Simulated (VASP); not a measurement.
W:

```
W
1.0
    -2.46568    2.46568    1.34507
     2.46568   -2.46568    1.34507
     2.46568    2.46568   -1.34507
W
2
Direct
  0.00000 0.00000 0.00000
  0.75000 0.25000 0.50000
```

The cell was built by a generator and needn't be a form met in nature.

```yaml
Program: VASP 6.6.1
Task: relaxation of cell and atoms
Functional: r2SCAN
Potentials_or_basis: VASP PAW PBE potentials, release 64 (W_sv)
Cutoff: 600 eV
k_mesh: 8 × 8 × 8
Occupations: gaussian, width 0.1 eV
Spin: no spin polarisation
```

At the start: pressure 18.0 GPa; volume 16.35 Å³/atom.

Task: How do energy, volume and symmetry change on relaxing?

Result: Over 9 steps the energy falls by 65.8 meV/atom and the volume is 17.45 Å³/atom (+6.7 %); space group I4_1/amd (No. 141, to 0.05 Å).

Step by step:
| step | energy change (eV) | largest force (eV/Å) | pressure (GPa) | volume (Å³) |
| --- | --- | --- | --- | --- |
| 1 | 0.0000 | 0.0000 | 17.96 | 32.71 |
| 2 | 0.6928 | 0.0000 | -31.04 | 42.16 |
| 3 | -0.1247 | 0.0000 | -1.87 | 35.16 |
| 4 | -0.1256 | 0.0000 | -0.60 | 34.97 |
| 5 | -0.1255 | 0.0000 | -0.27 | 34.92 |
| 6 | -0.1315 | 0.0000 | 0.55 | 34.82 |
| 7 | -0.1316 | 0.0000 | 0.50 | 34.82 |
| 8 | -0.1312 | 0.0000 | -1.02 | 35.05 |
| 9 | -0.1317 | 0.0000 | -0.01 | 34.89 |

Final structure:
```
W
1.0
    -2.54473    2.54473    1.34712
     2.54473   -2.54473    1.34712
     2.54473    2.54473   -1.34712
W
2
Direct
  0.00000 0.00000 0.00000
  0.75000 0.25000 0.50000
```

Caveat: the PAW data sets were made with another functional, which shifts forces and pressure a little.
